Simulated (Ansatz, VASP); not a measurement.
# Ca: VASP beside Ansatz

```
CELL_PARAMETERS angstrom
-2.09649 2.10173 2.44535
2.09649 -2.10173 2.44535
2.09649 2.10173 -2.44535
ATOMIC_POSITIONS crystal
Ca 0.50000 0.50000 0.00000
```

This isn't the form of Ca at room conditions, which is fcc.

Alike in both runs: task single point; functional PBE; k mesh 6 × 6 × 6; occupations gaussian, width 0.1 eV; no spin polarisation.

|  | VASP | Ansatz |
| --- | --- | --- |
| version | VASP 6.6.1 | Ansatz 0.2.0 |
| potentials or method | VASP PAW PBE potentials, release 64 (Ca_sv) | scalar-relativistic, plane waves, PAW |
| plane-wave cutoff (eV) | 520 | 420 |
| valence electrons in the cell | 10 | 10 |

```tsv
	VASP	Ansatz	Ansatz less VASP
gap on the k mesh at the Fermi level (eV)	none	none	-
pressure (GPa)	-0.4	-0.4	-0.02
```

A gap of «none» marks a metal or a gap that the smearing closes.
